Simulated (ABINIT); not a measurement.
## CuO: single point with PBEsol

Crystal: CuO.

```
CELL_PARAMETERS angstrom
3.17953 0.00000 0.00000
-1.58977 2.75356 0.00000
0.00000 0.00000 4.43149
ATOMIC_POSITIONS crystal
Cu 0.00000 0.00000 0.00000
Cu 0.00000 0.00000 0.50000
O 0.33333 0.66667 0.25000
O 0.66667 0.33333 0.75000
```

Measurements of this composition are mostly on another form, of space group No. 15.

```
Program             : ABINIT 10.8.3 (patched build)
Task                : single point
Functional          : PBEsol
Potentials or basis : Ansatz PAW PBE default generated set, frozen core
Cutoff              : 435 eV
k mesh              : 8 × 8 × 4
Occupations         : fermi-dirac, width 0.05 eV
Spin                : no spin polarisation
```

| Property | Result |
| --- | --- |
| Pressure | -3.2 GPa |
| Band gap on the k mesh | none (metal or under the smearing width) |

Stress tensor (GPa, compression positive):
```
-18.39   0.00   0.00
  0.00 -18.39   0.00
  0.00   0.00  27.15
```

Levels at points of the mesh, in eV from the Fermi level:
```
           k point  band 23  band 24  band 25  band 26  band 27  band 28
(0.00, 0.00, 0.00)    -1.45    -0.12     0.59     0.59     1.29     4.87
(0.50, 0.00, 0.00)    -1.47    -1.23     0.35     0.48     6.47     6.67
(0.00, 0.00, 0.50)    -0.16    -0.16    -0.16    -0.16     4.07     4.07
(0.50, 0.00, 0.50)    -0.56    -0.56    -0.56    -0.56     5.77     5.77
```

Wall time 67 s on 1 thread of Intel(R) Xeon(R) 6975P-C (Granite Rapids) (shared host), peak memory 0.25 GiB.

Caveat: the atomic spheres overlap; the PAW data sets were made with another functional, which shifts forces and pressure a little; the run has no spin polarisation, though such a crystal can be magnetic; semilocal functionals often make such compounds metallic where correlation or magnetic order opens a gap, which also shifts bond lengths. With open d or f shells a metallic result of PBEsol can be an artefact of self-interaction; +U or a hybrid may open a gap.
